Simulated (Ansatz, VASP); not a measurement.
# Cross-check of ZnSe (Stilleite) between VASP and Ansatz, part 2 of 2

Wanted: the spread between two codes on one cell, functional and k mesh. The cell is taken from a series of runs on this material, whose earlier steps may have relaxed, scaled, displaced or heated it; both programs get it as it stands.

VASP 6.6.1 and Ansatz 0.2.0.

So far: Set-up; VASP: zone-centre phonons, LDA.

## Step 3: Ansatz: zone-centre phonons, LDA

Level of this step: Ansatz beside VASP: Kohn-Sham DFT, plane waves, LDA (Ansatz).

Ansatz runs on its PAW soft_1 files.

The same cell, functional (in two slightly different forms) and mesh now go to Ansatz, which takes its cutoff from its data sets.

Input file input.yaml:

```yaml
crystal:
  lattice:
    - [-0.0561594281, 2.7284878366, 2.8488574069]
    - [2.7284878366, -0.0561594281, 2.8488574069]
    - [2.6723284084, 2.6723284084, 0.0]
  atoms:
    - { symbol: Zn, position: [0.0037811619, 0.0037811619, -0.0037811619] }
    - { symbol: Se, position: [0.7462188381, 0.7462188381, 0.7537811619] }
kpoints:
  mp_grid: { grid: [12, 12, 12] }
hamiltonian:
  xc: lda
  pseudopotentials: { kind: paw, azcp: { folder: soft_1 }, xc_functional: pbe }
scf:
  occupations: { method: fixed }
output:
  eigenvalues: true
phonons:
  method: dfpt
```

On the command line:

```sh
ansatz run input.yaml --threads 4 --pin off --max-ram 10240MiB --backend cpu --events-out ev --progress --plain --runs-dir out
```

Numbers of over 12 decimals in the logs are rounded to 6 here.

The program printed:

```text
zone centre: on kpoints.mp_grid the ground state, and the responses unless they are solved on pairs of k-points, stand on 476 of the mesh's 1728 k-points, reduced under 2 symmetry operations, with k and −k counted as one. Each operation leaves every solved displacement unchanged or reverses it
Engine: ansatz 0.2.0, aarch64-unknown-linux-gnu
Pseudopotentials: kind: paw
Pseudopotential: Zn, paw, valence charge 12, recommended cutoff 420 eV (normal), soft_1/Zn.paw.azcp
Pseudopotential: Se, paw, valence charge 16, recommended cutoff 420 eV (normal), soft_1/Se.paw.azcp
Functional definition: SPW92
  exchange = slater_x
  correlation = pw_c
Crystal: 2 atoms, lattice volume = 42.399 Å³
Basis set: ecut = 420 eV, 845 PW (Γ), exchange–correlation on 54×54×54 points (8 copies of the dense FFT grid, shifted against one another)
Bands: 18, of which v1, the nominal top of the filled ones, is band 14 counted from 1 (13 counted from 0)
Symmetry: 4 space group operations
k-points: 476 of 1728 (irreducible under 2 space group operations, time reversal used)
Non-local potential: Zn, projectors of the file, l = 0: 2, l = 1: 2, l = 2: 3, l = 3: 1
Non-local potential: Se, projectors of the file, l = 0: 2, l = 1: 2, l = 2: 3, l = 3: 1
PAW form: soft (Blöchl's): semilocal exchange-correlation on the pseudo side does not see the compensation charge
PAW frozen core: Zn, regenerated for the run's functional, and the local potential with it (the file was generated under x = pbe(κ = 0.804, μ = 0.219515), c = pbe(β = 0.066725))
PAW frozen core: Se, regenerated for the run's functional, and the local potential with it (the file was generated under x = pbe(κ = 0.804, μ = 0.219515), c = pbe(β = 0.066725))
PAW one-centre angular grid: Zn, 590 points (default); XC on 64 Gauss nodes
PAW one-centre angular grid: Se, 590 points (default); XC on 64 Gauss nodes
Initial density: superposition of atomic densities (chi_scale 0.1, normalization cell, long waves kept (reshape's long-wave potential 0.00 eV rms))
Initial wavefunctions: pseudopotential atomic-orbital guess
Functional: x = slater, c = lda
SCF iter   1: F=—  HF=-8631.182127 eV  |F-HF|=—  |Δ(HF+E_count)|=         —  Δρ=5.98e-2  dr2=9.68e-1  ethr=3.10e-3  ⟨swp⟩=4.2  Hψ=40926  notcnv=0  defer=758
preconditioner: auto → none  [insulator: Δε(μ)=1.072 eV  Ē_g=13.099 eV  n_scr=14 (ndim 8)  ℏωp=24.2 eV  f_vac=0.030  ε∞_Penn≈4.4]
SCF iter   2: F=—  HF=-8630.933693 eV  |F-HF|=—  |Δ(HF+E_count)|=   2.48e-1  Δρ=2.71e-2  dr2=1.89e-1  ethr=3.10e-3  ⟨swp⟩=3.0  Hψ=18871  notcnv=0  defer=900
SCF iter   3: F=—  HF=-8630.849734 eV  |F-HF|=—  |Δ(HF+E_count)|=   8.40e-2  Δρ=1.18e-2  dr2=3.12e-2  ethr=6.74e-4  ⟨swp⟩=2.0  Hψ=17096  notcnv=0  defer=920
SCF iter   4: F=—  HF=-8630.841526 eV  |F-HF|=—  |Δ(HF+E_count)|=   8.21e-3  Δρ=2.74e-3  dr2=1.73e-3  ethr=1.12e-4  ⟨swp⟩=2.4  Hψ=16845  notcnv=0  defer=947
SCF iter   5: F=—  HF=-8630.841844 eV  |F-HF|=—  |Δ(HF+E_count)|=   3.18e-4  Δρ=9.80e-4  dr2=2.87e-4  ethr=6.17e-6  ⟨swp⟩=2.2  Hψ=14404  notcnv=0  defer=952
SCF iter   6: F=—  HF=-8630.841886 eV  |F-HF|=—  |Δ(HF+E_count)|=   4.20e-5  Δρ=6.12e-5  dr2=1.13e-6  ethr=1.03e-6  ⟨swp⟩=2.0  Hψ=16184  notcnv=0  defer=950
SCF iter   7: F=—  HF=-8630.841884 eV  |F-HF|=—  |Δ(HF+E_count)|=   1.62e-6  Δρ=1.92e-5  dr2=1.76e-7  ethr=4.04e-9  ⟨swp⟩=2.0  Hψ=15232  notcnv=0  defer=113
SCF iter   8: F=—  HF=-8630.841884 eV  |F-HF|=—  |Δ(HF+E_count)|=   7.39e-8  Δρ=7.74e-6  dr2=1.28e-8  ethr=6.29e-10  ⟨swp⟩=2.2  Hψ=14967  notcnv=0  defer=111
SCF iter   9: F=—  HF=-8630.841884 eV  |F-HF|=—  |Δ(HF+E_count)|=   2.71e-9  Δρ=1.90e-6  dr2=8.62e-10  ethr=4.58e-11  ⟨swp⟩=2.3  Hψ=12924  notcnv=0  defer=108
SCF iter  10: F=-8630.841884 eV  HF=-8630.841884 eV  |F-HF|=1.27e-11  |Δ(HF+E_count)|=  2.26e-10  Δρ=2.05e-7  dr2=8.55e-12  ethr=1.00e-12  ⟨swp⟩=8.7  Hψ=55136  notcnv=0
SCF 1 converged in 10 iterations: F = -8630.841884 eV  dr2 = 8.55e-12
  greatest PAW one-centre occupation: 1.000 electrons in one spin orbital (limit 2), on the Se atom at site 1 (counted from 0), in its partial waves of l = 2
DFPT response loops at Γ: preconditioner auto → none (the input reference at scf.mixing.eps_inf says where Resta's filter doesn't serve); β = 0.50; Broyden in place of MSR1
SCF converged after 10 iterations
Free energy (F): -8630.841884 eV
Harris-Foulkes:  -8630.841884 eV  (|F-HF|=1.27e-11)
Internal energy: -8630.841884 eV  (E = F + TS)
E sigma→0 (E₀):  -8630.841884 eV
Fermi energy:    7.415031 eV
--- Per-component energies (eV) ---
  E_band       = -379.008726
  E_kinetic    = 261.200479
  E_local      = -4739.909946  (includes V_loc(G=0)·N_el)
  E_nonlocal   = 471.656975
  E_hartree    = 2194.063195
  E_xc         = -163.388391
  E_vxc        = -143.335775  (∫ρ·V_xc dr)
  E_paw        = -3871.048732  (= ΣΔE_a)
  E_vpaw       = -616.746277  (= ΣTr[D̂ρ^β])
  E_aug_tail   = -0.000656  (compensation charges beyond the density's cutoff)
  E_ewald      = -2787.189312
  E_core_change = 3.774503  (= ΣΔE_core)
  E_smearing   = -0.000000  (= −TS)
  E_closure    = -0.000000  (closes the sum)
  Σ components = -8630.841884   (vs F -8630.841884, Δ=0.00e0)
--- Band table (eV; the first three rows and the last of 476) ---
  k-point 0: bands = [... 10 lower, 0.7018, 7.0672, 7.1254, 7.4150, 8.4926, 12.6391, 12.9490, 13.1950]
  k-point 1: bands = [... 10 lower, 0.6997, 6.4591, 7.0479, 7.1217, 9.1184, 12.7899, 12.9689, 13.1958]
  k-point 2: bands = [... 10 lower, 0.6952, 5.2353, 6.8525, 6.8684, 9.7156, 13.0100, 13.1536, 13.5287]
  k-point 475: bands = [... 10 lower, 0.8586, 1.8910, 4.6796, 5.1627, 9.8778, 10.9472, 17.9309, 18.7915]
--- Phonons (Γ-DFPT): 4 representative perturbations + reference, on 476 of 1728 k-points (Σ response iterations 12) ---
  k mesh reduced under 2 symmetry operations, with k and −k counted as one. Each operation leaves every solved displacement unchanged or reverses it
  ASR residual: 2.254e-4 → 0.000e0 eV/Å²; symmetrization residual: 8.084e-6 eV/Å²
  ASR residual per site (eV/Å²): 2.25e-4 1.38e-5
  Γ frequencies (cm⁻¹): 0.00 0.00 0.00 220.49 222.29 226.62
  non-analytic LO–TO correction: not included (Born effective charges unavailable; polar crystals: no LO–TO splitting at Γ)
```

## Step 4: Differences

Known differences besides the potentials themselves: the two LDA forms differ slightly; fixed occupations in Ansatz, narrow Gaussian smearing in VASP; the data sets hold 28 valence electrons in Ansatz (on its PAW soft_1 files) and 18 in VASP; the cutoff is 420 eV in Ansatz and 500 eV in VASP; VASP's log shows a relativistic correction to its local exchange, Ansatz's none. Total energies have different zeros and are not compared.

Both answers:

```
             quantity  Ansatz   VASP  difference
optical mode 1 (cm⁻¹)   220.5  222.9     -1.09 %
optical mode 2 (cm⁻¹)   222.3  224.7     -1.09 %
optical mode 3 (cm⁻¹)   226.6  229.0     -1.04 %
```

Modes are paired by rising frequency, not by their patterns, so a pair may set unlike modes beside each other; they are those without the splitting of longitudinal modes.

## Step 5: Outcome

* r.m.s. difference of the optical zone-centre modes, each program's sorted by frequency (zone-centre phonons, LDA): 2.4 cm⁻¹
* difference in optical mode 1 (zone-centre phonons, LDA): -1.1 %

In words: The r.m.s. difference of the optical zone-centre modes, each program's sorted by frequency is 2.4 cm⁻¹ (zone-centre phonons, LDA). The data sets hold unlike numbers of valence electrons (28 in Ansatz and 18 in VASP), so part of the differences comes from the potentials. Among the rows given in per cent, the largest difference of the zone-centre phonons, LDA pair is in optical mode 1, -1.1 %. Such differences can come from data sets, numerical settings and the points named under the comparisons, not from the functional's error against experiment.

[Lines on the potential files, build, host, timing and source positions are cut from VASP's logs without a mark.]

[Logs are printed without paths, hosts, clocks, repeated set-up lines and the standing remarks that a program may print on its own settings, such as how far it seeks lower states.]

[Hosts, paths, dates, database ids (printed as entryN), source tags and the programs' standing remarks are cut or masked in the printed files.]
